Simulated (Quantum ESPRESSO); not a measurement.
# How BaO absorbs and reflects light

Aim: the dielectric function of BaO, and the optical constants that follow from it. The cell comes from an older database entry, whose edges can differ from later determinations, mostly by under a per cent.

Calculated with Quantum ESPRESSO 7.5; DFT, PBE, plane waves with norm-conserving potentials (PseudoDojo), scalar-relativistic, independent-particle optical response without local fields and without the non-local commutator.

The database entry behind the starting cell differs from later determinations by our own check (about 0.7 % short), so it need not match the best structure at ambient conditions.

## 1. Set-up

Symmetry: Fm-3m, No. 225, cubic system. The conventional cell has a = 5.500 Å, b = 5.500 Å, c = 5.500 Å, α = 90.00°, β = 90.00°, γ = 90.00°. Nearest to Ba lie 6 O at 2.75 Å. O has 6 Ba at 2.75 Å nearest. Farther neighbours and most contacts between anions are not listed.

## 2. Ground state

First the ground state: is it a metal or has it a gap?

This step: DFT, PBE, plane waves with norm-conserving potentials (PseudoDojo), scalar-relativistic, ground state (Quantum ESPRESSO 7.5).

Contents of scf.in:

```
&control
  calculation = 'scf'
  prefix = 'x'
  outdir = './tmp'
  pseudo_dir = './'
  verbosity = 'high'
/
&system
  ibrav = 0
  nat = 2
  ntyp = 2
  ecutwfc = 90
  occupations = 'smearing'
  smearing = 'fd'
  degauss = 0.003675
  nbnd = 12
/
&electrons
  conv_thr = 1e-09
  electron_maxstep = 100
/
ATOMIC_SPECIES
  Ba 1.0 Ba.upf
  O 1.0 O.upf
CELL_PARAMETERS angstrom
  0.000000000000 2.750000000000 2.750000000000
  2.750000000000 0.000000000000 2.750000000000
  2.750000000000 2.750000000000 0.000000000000
ATOMIC_POSITIONS crystal
  Ba 0.000000000000 0.000000000000 0.000000000000
  O 0.500000000000 0.500000000000 0.500000000000
K_POINTS automatic
  7 7 7 0 0 0
```

On the command line:

```
$ mpirun -n 4 pw.x -nk 4 -in scf.in
```

Output:

```text
for quantum simulation of materials; please cite

     using ibrav=0 with symmetry is DISCOURAGED, use correct ibrav instead

     G-vector sticks info
     --------------------
     sticks:   dense  smooth     PW     G-vecs:    dense   smooth      PW
     Sum        1345    1345    379                32455    32455    5029

     Using Slab Decomposition

     bravais-lattice index     =            0
     lattice parameter (alat)  =       7.3493  a.u.
     unit-cell volume          =     280.6885 (a.u.)^3
     number of atoms/cell      =            2
     number of atomic types    =            2
     number of electrons       =        16.00
     number of Kohn-Sham states=           12
     kinetic-energy cutoff     =      90.0000  Ry
     charge density cutoff     =     360.0000  Ry
     scf convergence threshold =      1.0E-09
     mixing beta               =       0.7000
     number of iterations used =            8  plain     mixing
     Exchange-correlation= PBE
                           (   1   4   3   4   0   0   0)

     celldm(1)=   7.349310  celldm(2)=   0.000000  celldm(3)=   0.000000
     celldm(4)=   0.000000  celldm(5)=   0.000000  celldm(6)=   0.000000

     crystal axes: (cart. coord. in units of alat)
               a(1) = (   0.000000   0.707107   0.707107 )
               a(2) = (   0.707107   0.000000   0.707107 )
               a(3) = (   0.707107   0.707107   0.000000 )

     reciprocal axes: (cart. coord. in units 2 pi/alat)
               b(1) = ( -0.707107  0.707107  0.707107 )
               b(2) = (  0.707107 -0.707107  0.707107 )
               b(3) = (  0.707107  0.707107 -0.707107 )

     ./Ba.upf
     Pseudo is Norm-conserving + core correction, Zval = 10.0
     Generated using ONCVPSP code by D. R. Hamann
     Using radial grid of 1958 points,  6 beta functions with:
                l(1) =   0
                l(2) =   0
                l(3) =   1
                l(4) =   1
                l(5) =   2
                l(6) =   2

     ./O.upf
     Pseudo is Norm-conserving + core correction, Zval =  6.0
     Generated using ONCVPSP code by D. R. Hamann
     Using radial grid of  936 points,  5 beta functions with:
                l(1) =   0
                l(2) =   0
                l(3) =   1
                l(4) =   1
                l(5) =   2

     atomic species   valence    mass     pseudopotential
     Ba               10.00     1.00000     Ba( 1.00)
     O                 6.00     1.00000     O ( 1.00)

     48 Sym. Ops., with inversion, found

                                    s                        frac. trans.

     [... symmetry matrices left out ...]
   Cartesian axes

     site n.     atom                  positions (alat units)
         1        Ba     tau(   1) = (   0.0000000   0.0000000   0.0000000  )
         2        O      tau(   2) = (   0.7071068   0.7071068   0.7071068  )

   Crystallographic axes

     site n.     atom                  positions (cryst. coord.)
         1        Ba     tau(   1) = (  0.0000000  0.0000000  0.0000000  )
         2        O      tau(   2) = (  0.5000000  0.5000000  0.5000000  )

     number of k points=    20  Fermi-Dirac smearing, width (Ry)=  0.0037
                       cart. coord. in units 2pi/alat
        k(    1) = (   0.0000000   0.0000000   0.0000000), wk =   0.0058309
        k(    2) = (   0.1010153   0.1010153  -0.1010153), wk =   0.0466472
        k(    3) = (   0.2020305   0.2020305  -0.2020305), wk =   0.0466472
        k(    4) = (   0.3030458   0.3030458  -0.3030458), wk =   0.0466472
        k(    5) = (   0.2020305  -0.0000000   0.0000000), wk =   0.0349854
        k(    6) = (   0.3030458   0.1010153  -0.1010153), wk =   0.1399417
        k(    7) = (   0.4040610   0.2020305  -0.2020305), wk =   0.1399417
        k(    8) = (  -0.2020305  -0.4040610   0.4040610), wk =   0.1399417
        k(    9) = (  -0.1010153  -0.3030458   0.3030458), wk =   0.1399417
        k(   10) = (  -0.0000000  -0.2020305   0.2020305), wk =   0.0699708
        k(   11) = (   0.4040610  -0.0000000   0.0000000), wk =   0.0349854
        k(   12) = (   0.5050763   0.1010153  -0.1010153), wk =   0.1399417
        k(   13) = (  -0.1010153  -0.5050763   0.5050763), wk =   0.1399417
        k(   14) = (   0.0000000  -0.4040610   0.4040610), wk =   0.0699708
        k(   15) = (   0.6060915  -0.0000000   0.0000000), wk =   0.0349854
        k(   16) = (  -0.0000000  -0.6060915   0.6060915), wk =   0.0699708
[...]
cryst. coord.
[...]
k(   13) = (  -0.0000000   0.2857143  -0.4285714), wk =   0.1399417
        k(   14) = (   0.0000000   0.2857143  -0.2857143), wk =   0.0699708
        k(   15) = (   0.0000000   0.4285714   0.4285714), wk =   0.0349854
        k(   16) = (   0.0000000   0.4285714  -0.4285714), wk =   0.0699708
        k(   17) = (   0.1428571   0.2857143   0.4285714), wk =   0.1399417
        k(   18) = (   0.1428571   0.2857143  -0.4285714), wk =   0.2798834
        k(   19) = (   0.1428571   0.4285714  -0.4285714), wk =   0.1399417
        k(   20) = (   0.1428571   0.4285714  -0.2857143), wk =   0.1399417

     Dense  grid:    32455 G-vectors     FFT dimensions: (  45,  45,  45)

     Initial potential from superposition of free atoms

     starting charge      15.9834, renormalised to      16.0000
     Starting wfcs are    9 randomized atomic wfcs +    3 random wfcs

     Self-consistent Calculation

     iteration #  1     ecut=    90.00 Ry     beta= 0.70
     Davidson diagonalization with overlap

            56 MiB given to the printing process from OS
            25 MiB allocation reported by mallinfo(arena+hblkhd)
------------------
     ethr =  1.00E-02,  avg # of iterations =  6.7

     total energy              =     -89.08213330 Ry
     estimated scf accuracy    <       0.71850724 Ry

     iteration #  2     ecut=    90.00 Ry     beta= 0.70
     Davidson diagonalization with overlap

            69 MiB given to the printing process from OS
            35 MiB allocation reported by mallinfo(arena+hblkhd)
------------------
     ethr =  4.49E-03,  avg # of iterations =  2.6

     total energy              =     -88.82256589 Ry
     estimated scf accuracy    <       3.43786126 Ry

     iteration #  3     ecut=    90.00 Ry     beta= 0.70
     Davidson diagonalization with overlap

            70 MiB given to the printing process from OS
            36 MiB allocation reported by mallinfo(arena+hblkhd)
------------------
     ethr =  4.49E-03,  avg # of iterations =  2.5

     total energy              =     -89.46723100 Ry
     estimated scf accuracy    <       0.04390621 Ry

     iteration #  4     ecut=    90.00 Ry     beta= 0.70
     Davidson diagonalization with overlap

            71 MiB given to the printing process from OS
            37 MiB allocation reported by mallinfo(arena+hblkhd)
------------------
     ethr =  2.74E-04,  avg # of iterations =  2.1

     total energy              =     -89.44620413 Ry
     estimated scf accuracy    <       0.04434083 Ry

     iteration #  5     ecut=    90.00 Ry     beta= 0.70
     Davidson diagonalization with overlap

            72 MiB given to the printing process from OS
            38 MiB allocation reported by mallinfo(arena+hblkhd)
------------------
     ethr =  2.74E-04,  avg # of iterations =  2.1

     total energy              =     -89.45998883 Ry
     estimated scf accuracy    <       0.01472681 Ry

     iteration #  6     ecut=    90.00 Ry     beta= 0.70
     Davidson diagonalization with overlap

            73 MiB given to the printing process from OS
            39 MiB allocation reported by mallinfo(arena+hblkhd)
------------------
     ethr =  9.20E-05,  avg # of iterations =  1.6

     total energy              =     -89.45859391 Ry
     estimated scf accuracy    <       0.00722974 Ry

     iteration #  7     ecut=    90.00 Ry     beta= 0.70
     Davidson diagonalization with overlap

            74 MiB given to the printing process from OS
            40 MiB allocation reported by mallinfo(arena+hblkhd)
------------------
     ethr =  4.52E-05,  avg # of iterations =  1.3

     total energy              =     -89.45879752 Ry
     estimated scf accuracy    <       0.00088978 Ry

     iteration #  8     ecut=    90.00 Ry     beta= 0.70
     Davidson diagonalization with overlap

            75 MiB given to the printing process from OS
            41 MiB allocation reported by mallinfo(arena+hblkhd)
------------------
     ethr =  5.56E-06,  avg # of iterations =  2.8

     total energy              =     -89.45898387 Ry
     estimated scf accuracy    <       0.00000218 Ry

     iteration #  9     ecut=    90.00 Ry     beta= 0.70
     Davidson diagonalization with overlap

            76 MiB given to the printing process from OS
            42 MiB allocation reported by mallinfo(arena+hblkhd)
------------------
     ethr =  1.36E-08,  avg # of iterations =  4.3

     total energy              =     -89.45900210 Ry
     estimated scf accuracy    <       0.00004020 Ry

     iteration # 10     ecut=    90.00 Ry     beta= 0.70
     Davidson diagonalization with overlap

            77 MiB given to the printing process from OS
            43 MiB allocation reported by mallinfo(arena+hblkhd)
------------------
     ethr =  1.36E-08,  avg # of iterations =  2.9

     total energy              =     -89.45897411 Ry
     estimated scf accuracy    <       0.00010450 Ry

     iteration # 11     ecut=    90.00 Ry     beta= 0.70
     Davidson diagonalization with overlap

            77 MiB given to the printing process from OS
            43 MiB allocation reported by mallinfo(arena+hblkhd)
------------------
     ethr =  1.36E-08,  avg # of iterations =  3.9

     total energy              =     -89.45898267 Ry
     estimated scf accuracy    <       0.00000475 Ry

     iteration # 12     ecut=    90.00 Ry     beta= 0.70
     Davidson diagonalization with overlap

            77 MiB given to the printing process from OS
            43 MiB allocation reported by mallinfo(arena+hblkhd)
------------------
     ethr =  1.36E-08,  avg # of iterations =  2.2

     total energy              =     -89.45898366 Ry
     estimated scf accuracy    <       0.00000008 Ry

     iteration # 13     ecut=    90.00 Ry     beta= 0.70
     Davidson diagonalization with overlap

            77 MiB given to the printing process from OS
            43 MiB allocation reported by mallinfo(arena+hblkhd)
------------------
     ethr =  4.86E-10,  avg # of iterations =  1.8

     total energy              =     -89.45898366 Ry
     estimated scf accuracy    <          7.5E-09 Ry

     iteration # 14     ecut=    90.00 Ry     beta= 0.70
     Davidson diagonalization with overlap

            77 MiB given to the printing process from OS
            43 MiB allocation reported by mallinfo(arena+hblkhd)
------------------
     ethr =  4.68E-11,  avg # of iterations =  2.0

     End of self-consistent calculation

          k = 0.0000 0.0000 0.0000 (  4015 PWs)   bands (ev):

   -16.9370  -6.0648  -1.3940  -1.3940  -1.3940   8.5297   8.5297   8.5297
    12.6266  13.6696  13.6696  13.6696

     occupation numbers
     1.0000   1.0000   1.0000   1.0000   1.0000   1.0000   1.0000   1.0000
     0.0000   0.0000   0.0000   0.0000

          k = 0.1010 0.1010-0.1010 (  4029 PWs)   bands (ev):

   -16.8866  -6.2130  -1.4406  -1.4183  -1.4183   8.1195   8.2777   8.2777
    13.3498  13.6036  14.0451  14.0451

     occupation numbers
     1.0000   1.0000   1.0000   1.0000   1.0000   1.0000   1.0000   1.0000
     0.0000   0.0000   0.0000   0.0000

          k = 0.2020 0.2020-0.2020 (  4056 PWs)   bands (ev):

   -16.7696  -6.5466  -1.5365  -1.4713  -1.4713   7.4206   7.7880   7.7880
    13.4780  15.0299  15.0299  15.3653

     occupation numbers
     1.0000   1.0000   1.0000   1.0000   1.0000   1.0000   1.0000   1.0000
     0.0000   0.0000   0.0000   0.0000

          k = 0.3030 0.3030-0.3030 (  4062 PWs)   bands (ev):

   -16.6718  -6.8150  -1.6057  -1.5124  -1.5124   6.9661   7.4492   7.4492
    13.8484  16.0357  16.0357  16.9275

     occupation numbers
     1.0000   1.0000   1.0000   1.0000   1.0000   1.0000   1.0000   1.0000
     0.0000   0.0000   0.0000   0.0000

     [... further k points left out ...]

     the Fermi energy is     9.9898 ev

!    total energy              =     -89.45898366 Ry
     estimated scf accuracy    <          4.0E-10 Ry
     smearing contrib. (-TS)   =      -0.00000000 Ry
     internal energy E=F+TS    =     -89.45898366 Ry

     The total energy is F=E-TS. E is the sum of the following terms:
     one-electron contribution =      -9.31691458 Ry
     hartree contribution      =      14.30037908 Ry
     xc contribution           =     -21.86731500 Ry
     ewald contribution        =     -72.57513316 Ry

     convergence has been achieved in  14 iterations

     XML data file, charge density, pseudopotentials, collected wavefunctions

                                        0.00s GPU  (     272 calls)

=------------------------------------------------------------------------------=
   JOB DONE.
=------------------------------------------------------------------------------=
```

It took 7.1 s on 4 MPI ranks of Arm Neoverse V1, shared host; peak memory 0.08 GiB; 28 s of CPU time.

Numbers from this step:

```
total energy           : -89.46 Ry
gap on the k-mesh      : 2.078 eV
direct gap on the mesh : 2.259 eV
```

There is a gap, 2.08 eV on this mesh (points off the mesh can give less), so no carriers' term is needed.

[end of part 1 of 3]

[Machine, clock, banner and «Message from routine» lines are left out of the logs.]

[Logs are printed without paths, hosts, clocks, repeated set-up lines and the standing remarks that a program may print on its own settings, such as how far it seeks lower states.]

[Hosts, paths, dates, database ids (printed as entryN), source tags and the programs' standing remarks are cut or masked in the printed files.]
